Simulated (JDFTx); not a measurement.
# InPd (Pm-3m) in JDFTx: notebook, part 2 of 2

JDFTx 1.7.0 (patched build).

**3. Single point, PBE, spin-orbit coupling, no magnetisation**

Input file InPd.in:

```
lattice \
    6.1829661455     0.0000000000     0.0000000000 \
    0.0000000000     6.1829661455     0.0000000000 \
    0.0000000000     0.0000000000     6.1829661455
coords-type Lattice
ion In     0.0000000000     0.0000000000     0.0000000000 1
ion Pd     0.5000000000     0.5000000000     0.5000000000 1

ion-species pseudo/In.upf
ion-species pseudo/Pd.upf
elec-cutoff 41 328
elec-ex-corr gga-PBE
kpoint-folding 8 8 8
elec-smearing Fermi 0.0018374661
elec-n-bands 46
spintype spin-orbit
electronic-SCF nIterations 100 energyDiffThreshold 1e-08
electronic-minimize nIterations 30 energyDiffThreshold 1e-7
converge-empty-states yes
forces-output-coords Cartesian

dump-name run.$VAR
dump End Ecomponents EigStats BandEigs Kpoints Forces Stress ElecDensity Dtot
```

Potentials or basis: PseudoDojo-FR-PBE-0.4-standard with smoothed tails.

Started as:

```console
$ jdftx -c 1 -i InPd.in -o InPd.out
```

The program printed:

```text
*************** JDFTx 1.7.0 (patched build) ***************

Input parsed successfully to the following command list (including defaults):
[... the input with its defaults ...]

---------- Setting up symmetries ----------

Found 48 point-group symmetries of the bravais lattice
Found 48 space-group symmetries with basis
Applied RMS atom displacement 0 bohrs to make symmetries exact.

---------- Initializing the Grid ----------
R =
[      6.18297            0            0  ]
[            0      6.18297            0  ]
[            0            0      6.18297  ]
unit cell volume = 236.369
G =
[    1.01621          0          0  ]
[          0    1.01621          0  ]
[          0          0    1.01621  ]
Minimum fftbox size, Smin = [  52  52  52  ]
Chosen fftbox size, S = [  54  54  54  ]

---------- Initializing tighter grid for wavefunction operations ----------
R =
[      6.18297            0            0  ]
[            0      6.18297            0  ]
[            0            0      6.18297  ]
unit cell volume = 236.369
G =
[    1.01621          0          0  ]
[          0    1.01621          0  ]
[          0          0    1.01621  ]
Minimum fftbox size, Smin = [  36  36  36  ]
Chosen fftbox size, S = [  36  36  36  ]

---------- Exchange Correlation functional ----------
Initalized PBE GGA exchange.
Initalized PBE GGA correlation.

---------- Setting up pseudopotentials ----------
Width of ionic core gaussian charges (only for fluid interactions / plotting) set to 0

Reading pseudopotential file 'pseudo/In.upf':
  'In' pseudopotential, 'PBE' functional
  Generated using ONCVPSP code by D. R. Hamann
  13 valence electrons, 5 orbitals, 10 projectors, 1001 radial grid points, with lMax = 2
    4D    l: 2   occupation:  6.0   eigenvalue: -0.671437
    4D    l: 2   occupation:  4.0   eigenvalue: -0.703017
    5S    l: 0   occupation:  2.0   eigenvalue: -0.301611
    5P    l: 1   occupation:  0.7   eigenvalue: -0.089186
    5P    l: 1   occupation:  0.3   eigenvalue: -0.100174
  Core radius for overlap checks: 2.18 bohrs.

Reading pseudopotential file 'pseudo/Pd.upf':
  'Pd' pseudopotential, 'PBE' functional
  Generated using ONCVPSP code by D. R. Hamann
  18 valence electrons, 5 orbitals, 10 projectors, 1001 radial grid points, with lMax = 2
    4S    l: 0   occupation:  2.0   eigenvalue: -3.134147
    4P    l: 1   occupation:  4.0   eigenvalue: -1.830053
    4P    l: 1   occupation:  2.0   eigenvalue: -1.992703
    4D    l: 2   occupation:  6.0   eigenvalue: -0.142640
    4D    l: 2   occupation:  4.0   eigenvalue: -0.158619
  Core radius for overlap checks: 1.48 bohrs.

Initialized 2 species with 2 total atoms.

Folded 1 k-points by 8x8x8 to 512 k-points.

---------- Setting up k-points, bands, fillings ----------
Reduced to 35 k-points under symmetry.
Computing the number of bands and number of electrons
Calculating initial fillings.
nElectrons:  31.000000   nBands: 46   nStates: 35

----- Setting up reduced wavefunction bases (one per k-point) -----
average nbasis = 2965.006 , ideal nbasis = 2963.878

---------- Setting up ewald sum ----------
Optimum gaussian width for ewald sums = 2.197532 bohr.
Real space sum over 1331 unit cells with max indices [  5  5  5  ]
Reciprocal space sum over 2197 terms with max indices [  6  6  6  ]

---------- Allocating electronic variables ----------
Initializing wave functions:  linear combination of atomic orbitals
Note: number of bands (46) exceeds available atomic orbitals (36)
In pseudo-atom occupations:   s ( 2 )  p- ( 1 )  p+ ( 0 )  d- ( 4 )  d+ ( 6 )
Pd pseudo-atom occupations:   s ( 2 )  p- ( 2 )  p+ ( 4 )  d- ( 4 )  d+ ( 6 )
	FillingsUpdate:  mu: +0.598331192  nElectrons: 31.000000
LCAOMinimize: Iter:   0  F: -184.8841535406181720  |grad|_K:  3.091e-03  alpha:  1.000e+00
	FillingsUpdate:  mu: +0.664365100  nElectrons: 31.000000
LCAOMinimize: Iter:   1  F: -184.9637289097228745  |grad|_K:  1.043e-03  alpha:  4.364e-01  linmin:  2.452e-01  cgtest: -1.242e+00
LCAOMinimize: 	Bad step direction: g.d > 0.
[... 11 lines of inner loops ...]
LCAOMinimize: Iter:   6  F: -184.9790214411465286  |grad|_K:  1.233e-07  alpha:  8.871e-01  linmin: -3.427e-04  cgtest:  5.698e-02
	FillingsUpdate:  mu: +0.630164719  nElectrons: 31.000000
LCAOMinimize: Iter:   7  F: -184.9790214414685749  |grad|_K:  6.248e-08  alpha:  5.725e-01  linmin: -5.325e-05  cgtest: -1.414e-04
LCAOMinimize: Converged (|Delta F|<1.000000e-06 for 2 iters).

-------- Electronic minimization -----------
Will mix electronic density at each iteration.
	FillingsUpdate:  mu: +0.630164719  nElectrons: 31.000000
	FillingsUpdate:  mu: +0.619752588  nElectrons: 31.000000
SCF: Cycle:  0   F: -185.015233587693871   dF: -3.621e-02   |Residual|: 4.134e-02   |deigs|: 4.052e-01
	FillingsUpdate:  mu: +0.623066165  nElectrons: 31.000000
SCF: Cycle:  1   F: -185.016302250606230   dF: -1.069e-03   |Residual|: 1.800e-02   |deigs|: 1.043e-02
	FillingsUpdate:  mu: +0.621054671  nElectrons: 31.000000
SCF: Cycle:  2   F: -185.016490673746006   dF: -1.884e-04   |Residual|: 9.232e-03   |deigs|: 2.922e-03
	FillingsUpdate:  mu: +0.621098866  nElectrons: 31.000000
SCF: Cycle:  3   F: -185.016515976121440   dF: -2.530e-05   |Residual|: 1.486e-03   |deigs|: 8.231e-04
	FillingsUpdate:  mu: +0.621046860  nElectrons: 31.000000
SCF: Cycle:  4   F: -185.016517510323126   dF: -1.534e-06   |Residual|: 6.906e-04   |deigs|: 2.039e-04
	FillingsUpdate:  mu: +0.621037366  nElectrons: 31.000000
SCF: Cycle:  5   F: -185.016518142119935   dF: -6.318e-07   |Residual|: 1.611e-04   |deigs|: 1.900e-04
	FillingsUpdate:  mu: +0.621044678  nElectrons: 31.000000
SCF: Cycle:  6   F: -185.016518343258184   dF: -2.011e-07   |Residual|: 8.688e-05   |deigs|: 1.499e-04
	FillingsUpdate:  mu: +0.621040860  nElectrons: 31.000000
SCF: Cycle:  7   F: -185.016518442603484   dF: -9.935e-08   |Residual|: 2.041e-05   |deigs|: 1.243e-04
	FillingsUpdate:  mu: +0.621037584  nElectrons: 31.000000
SCF: Cycle:  8   F: -185.016518467882634   dF: -2.528e-08   |Residual|: 4.507e-05   |deigs|: 7.007e-05
	FillingsUpdate:  mu: +0.621039862  nElectrons: 31.000000
SCF: Cycle:  9   F: -185.016518482298721   dF: -1.442e-08   |Residual|: 5.321e-06   |deigs|: 1.404e-04
	FillingsUpdate:  mu: +0.621039841  nElectrons: 31.000000
SCF: Cycle: 10   F: -185.016518485731950   dF: -3.433e-09   |Residual|: 4.617e-06   |deigs|: 7.871e-05
	FillingsUpdate:  mu: +0.621039848  nElectrons: 31.000000
SCF: Cycle: 11   F: -185.016518487733975   dF: -2.002e-09   |Residual|: 3.012e-06   |deigs|: 9.299e-05
SCF: Converged (|Delta E|<1.000000e-08 for 2 iters).

Setting wave functions to eigenvectors of Hamiltonian
Converging empty states (this may take a while):
EmptyStates: None of the convergence criteria satisfied.
|deigs|: 2.488e-04

# Stress tensor in Cartesian coordinates [Eh/a0^3]:
[ -0.000127909            0            0  ]
[            0 -0.000127909            0  ]
[            0            0 -0.000127909  ]

# Ionic positions in lattice coordinates:
ion In   0.000000000000000   0.000000000000000   0.000000000000000 1
ion Pd   0.500000000000000   0.500000000000000   0.500000000000000 1

# Forces in Cartesian coordinates:
force In  -0.000000000000000  -0.000000000000000   0.000000000000000 1
force Pd  -0.000000000000000   0.000000000000000   0.000000000000000 1

# Energy components:
   Eewald =     -143.4662304150151613
       EH =       41.3004716680595152
     Eloc =     -132.4948998184312927
      Enl =      -13.6099721456700351
      Exc =      -41.2876209422543212
 Exc_core =       16.9173491746127240
       KE =       87.6247596157388102
-------------------------------------
     Etot =     -185.0161428629597253
       TS =        0.0003756247742502
-------------------------------------
        F =     -185.0165184877339755

IonicMinimize: Iter:   0  F: -185.016518487733975  |grad|_K:  2.961e-45
IonicMinimize: Converged (|grad|_K<1.000000e-04).

#--- Lowdin population analysis ---
# oxidation-state In -0.494
# oxidation-state Pd +0.578

Dumping 'run.eigStats' ...
	eMin: -2.480772 at state 0 ( [ +0.000000 +0.000000 +0.000000 ] spin 0 )
	HOMO: +0.620108 at state 22 ( [ +0.125000 +0.375000 +0.375000 ] spin 0 )
	mu  : +0.621040
	LUMO: +0.621487 at state 34 ( [ +0.500000 +0.500000 +0.500000 ] spin 0 )
	eMax: +1.583259 at state 34 ( [ +0.500000 +0.500000 +0.500000 ] spin 0 )
	HOMO-LUMO gap: +0.001379
	Optical gap  : +0.058341 at state 34 ( [ +0.500000 +0.500000 +0.500000 ] spin 0 )
WARNING: the last solve of the electrons (or of bands or displaced states from it) ended unconverged.
Done!
```

Run time: 3.1 min. Hardware: 1 thread of Intel Xeon 6975P-C (Granite Rapids), shared host; peak memory 0.39 GiB.

What came out:

* Free energy: -5034.5559 eV
* Pressure: 3.8 GPa
* Band gap on the k mesh: none (metal or under the smearing width)
* Loewdin charges: In -0.49; Pd +0.58 e

Levels at points of the mesh, in eV from the Fermi level:
```tsv
k point	band 30	band 31	band 32	band 33	band 34	band 35
(0.00, 0.00, 0.00)	-1.99	3.83	3.83	4.57	4.57	4.57
(0.00, 0.00, 0.50)	-2.23	-1.01	-1.01	9.29	9.29	9.92
(0.00, 0.50, 0.50)	-2.20	-1.61	-1.61	1.54	1.54	2.56
(0.50, 0.50, 0.50)	0.01	3.64	3.64	3.99	3.99	3.99
```

Caveat: this set's palladium file may shift the pressure by some GPa; the empty levels aren't tightly converged.

**4. Single point, PBE**

Edit InPd.in of step 3 so:

```diff
@@ -14,5 +14,4 @@
 elec-smearing Fermi 0.0018374661
-elec-n-bands 46
-spintype spin-orbit
-electronic-SCF nIterations 100 energyDiffThreshold 1e-08
+elec-n-bands 22
+electronic-SCF nIterations 100 energyDiffThreshold 1e-09
 electronic-minimize nIterations 30 energyDiffThreshold 1e-7
@@ -22,2 +21,2 @@
 dump-name run.$VAR
-dump End Ecomponents EigStats BandEigs Kpoints Forces Stress ElecDensity Dtot
+dump End Ecomponents EigStats BandEigs Kpoints Forces Stress
```

Potentials or basis: PseudoDojo-SR-PBE-0.5-standard with smoothed tails.

Started as:

```console
$ jdftx -c 1 -i InPd.in -o InPd.out
```

Wall time 52 s (1 thread of Intel Xeon 6975P-C (Granite Rapids), shared host); peak memory 0.14 GiB.

The run converged. Its results:

```
Free energy            : -5035.5785 eV
Pressure               : 3.6 GPa
Band gap on the k mesh : none (metal or under the smearing width)
Loewdin charges        : In -0.49; Pd +0.57 e
```

Levels at points of the mesh, in eV from the Fermi level:
| k point | band 12 | band 13 | band 14 | band 15 | band 16 | band 17 | band 18 |
| --- | --- | --- | --- | --- | --- | --- | --- |
| (0.00, 0.00, 0.00) | -3.73 | -2.18 | -2.18 | -2.18 | 4.33 | 4.33 | 4.33 |
| (0.00, 0.00, 0.50) | -3.70 | -3.17 | -3.17 | -2.25 | -1.03 | 9.63 | 9.63 |
| (0.00, 0.50, 0.50) | -2.60 | -2.60 | -2.23 | -2.23 | -1.61 | 1.53 | 2.56 |
| (0.50, 0.50, 0.50) | -4.78 | -1.57 | -1.57 | 0.00 | 3.88 | 3.88 | 3.88 |

Caveat: this set's palladium file may shift the pressure by some GPa.

**5. The runs side by side**

```csv
potentials or basis,spin,SCF threshold on the energy,gap on the mesh (eV),pressure (GPa)
PseudoDojo-SR-PBE-0.4.1-standard with smoothed tails,off,1e-09 Ha,none,3.6
PseudoDojo-FR-PBE-0.4-standard with smoothed tails,"SOC, no magnetisation",1e-08 Ha,none,3.8
PseudoDojo-SR-PBE-0.5-standard with smoothed tails,off,1e-09 Ha,none,3.6
```

Alike in all rows: task single point; level PBE; cell as given; k mesh 8 × 8 × 8; cutoff (eV) 1116; smearing fermi-dirac 0.05 eV.

Caveats: this set's palladium file may shift the pressure by some GPa; the empty levels aren't tightly converged (some runs).

Total energies depend on the potentials used, so only differences within one code and one set of settings carry meaning.
